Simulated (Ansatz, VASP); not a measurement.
# One calculation of CdSe (Cadmoselite), two programs

```
Cd Se
1.0
     4.30000    0.00000    0.00000
    -2.15000    3.72391    0.00000
     0.00000    0.00000    7.02000
Cd Se
2 2
Direct
  0.66667 0.33333 0.50000
  0.33333 0.66667 0.00000
  0.66667 0.33333 0.88500
  0.33333 0.66667 0.38500
```

Alike in both runs: task single point; functional PBE; k mesh 7 × 7 × 4; occupations fermi-dirac, width 0.05 eV; no spin polarisation.

|  | VASP | Ansatz |
| --- | --- | --- |
| version | VASP 6.6.1 | Ansatz 0.2.0 |
| potentials or method | VASP PAW PBE potentials, release 64 (Cd, Se) | Ansatz PAW |
| plane-wave cutoff (eV) | 520 | 420 |
| valence electrons in the cell | 36 | 72 |

VASP gave:

* gap on the k mesh at the Fermi level (eV): 0.70
* least direct gap on the mesh (eV): 0.70
* pressure (GPa): 3.3
* largest component of the traceless stress (GPa): 1.40
* rms of the force components (eV/Å): 0.168

Estimate Ansatz's values.

gap on the k mesh at the Fermi level (eV): 0.70; least direct gap on the mesh (eV): 0.70; pressure (GPa): 3.0; largest component of the traceless stress (GPa): 1.35; rms of the force components (eV/Å): 0.163.

Atom by atom the forces differ by 0.006 eV/Å (rms over components). The two sets of potentials don't hold the same shells in valence.

Caveats: odd divisions of the mesh miss points on the zone boundary, where band edges often lie, so the gap on the mesh can be too wide (Ansatz). Expect the measured gap to be larger: semilocal functionals such as PBE lack the derivative discontinuity.
